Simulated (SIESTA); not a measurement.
**Mg under changes of volume**

One of the cells (23.097 Å³/atom); the others are scaled copies at fixed shape and fractional positions:

```xyz
1
Lattice="-1.8482 1.8482 1.6905 1.8482 -1.8482 1.6905 1.8482 1.8482 -1.6905" Properties=species:S:1:pos:R:3 pbc="T T T"
Mg    0.0000    0.0000    0.0000
```

This isn't the form of Mg at room conditions, which is hcp.

```yaml
Program: SIESTA 5.4.2
Functional: PBE
Potentials_or_basis: PseudoDojo 0.4 standard (PBE files)
Basis: DZP (energy shift 0.002 Ry)
Grid_cutoff: 800 Ry
Energy_shift: 0.002 Ry
k_mesh: 11 × 11 × 11
Occupations: fermi-dirac, width 0.05 eV
Spin: no spin polarisation
```

| volume (Å³/atom) | energy over the lowest point (meV/atom) | pressure (GPa) |
| --- | --- | --- |
| 21.286 | 48.70 | 5.6 |
| 21.738 | 34.30 | 4.6 |
| 22.191 | 22.75 | 3.6 |
| 23.097 | 7.15 | 2.0 |
| 23.550 | ? | ? |
| 24.003 | 0.00 | 0.6 |

What does the run at 23.550 Å³/atom give?

Energy over the lowest point 2.61 meV/atom; pressure 1.3 GPa.

Worked out: A Birch-Murnaghan fit of order 3 (a polynomial in V^(-2/3)) to the other rows has its minimum at 24.49 Å³/atom, just outside them, with B0 = V·E''(V) = 29 GPa and B' = 4.5 at fixed shape and positions, which overstates the stiffness. It gives 2.63 meV/atom at 23.550 Å³/atom, against the run's 2.61, and -dE/dV = 1.3 GPa, against 1.3.

Energies are extrapolated to zero smearing.

Caveats: semicore shells carry a single zeta, which can move pressures by several GPa and volumes by a few percent; the basis of atomic orbitals isn't converged, which shifts pressures, moduli and gaps.
